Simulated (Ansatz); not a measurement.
# AgBr (Fm-3m) in Ansatz: equation of state

Aim: energy against volume of AgBr in PBEsol, for its equilibrium volume and stiffness.

All numbers are computed with Ansatz 0.2.0; they aren't measurements. Logs are shortened: lines on timing, memory, paths and dates and some standing lists are left out, and cuts for length are marked.

## Step 1: Starting point

The structure is cubic, space group Fm-3m (No. 225). Conventional cell: a = 5.740 Å, b = 5.740 Å, c = 5.740 Å, α = 90.00°, β = 90.00°, γ = 90.00°. Ag (site symmetry m-3m) has 6 Br at 2.87 Å as nearest neighbours. Br (site symmetry m-3m) is surrounded by 6 Ag at 2.87 Å.

## Step 2: Equation of state, PBEsol

Potentials or basis: all-electron LAPW, scalar-relativistic.

This step only gathers the single runs of the series.

What came out:

```
Equilibrium volume                      : 22.84 Å³/atom
Bulk modulus                            : 52 GPa
Pressure derivative of the bulk modulus : 5.4
```

Energy against volume, from the lowest point:
| volume (Å³/atom) | energy (meV/atom) |
| --- | --- |
| 22.225 | 2.70 |
| 22.698 | 0.00 |
| 23.171 | 0.63 |
| 23.644 | 4.17 |
| 24.116 | 10.26 |
| 24.589 | 18.58 |
| 25.062 | 28.86 |
